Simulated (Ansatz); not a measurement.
We consider zinc-blende AlSb, described by PBE-D4 (PAW; Ansatz, an electronic-structure program).

Numerical settings: plane-wave cutoff 520 eV, 10×10×10 k mesh, Fermi–Dirac smearing 0.01 eV, scalar-relativistic PAW data made under PBE.

Pressure at four volumes; x = ln(V/29.024 Å³). One pressure is withheld.

```json
[
 {"V (Å³/atom)": "27.283", "x": "-0.0619", "P (GPa)": "?"},
 {"V (Å³/atom)": "27.863", "x": "-0.0408", "P (GPa)": "2.45"},
 {"V (Å³/atom)": "29.024", "x": "0.0000", "P (GPa)": "0.00"},
 {"V (Å³/atom)": "30.766", "x": "0.0583", "P (GPa)": "-2.80"}
]
```

Pass a parabola P(x) through the three rows shown, estimate the bulk modulus and its pressure derivative near zero pressure, and predict the withheld pressure.

Slopes between the rows: (0.00 − (2.45))/(0.0000 − (-0.0408)) = -60.05 and (-2.80 − (0.00))/(0.0583 − (0.0000)) = -48.03 GPa. Their difference over the span 0.0991 is c = 12.02/0.0991 = 121.3 GPa, so P(x) = 2.45 + (-60.05)(x − (-0.0408)) + 121.3 (x − (-0.0408))(x − (0.0000)). At the middle row B = −dP/dx = −[-60.05 + 121.3 × 0.0408] = 55.1 GPa, and B′ = dB/dP = 2c/B = 4.4. At x = -0.0619 the parabola gives 3.88 GPa; the run gives 3.88 GPa. The Birch–Murnaghan fit to the energies at all volumes has B0 = 54.7 GPa and B′ = 4.4.

Measured, for comparison: bulk modulus 58.2 GPa (temperature not stated, not corrected to a static lattice; as tabulated in Toher et al. (2017), arXiv:1611.05714). Computed (rounded) less measured: bulk modulus -6 %.

Spin–orbit coupling is not included.
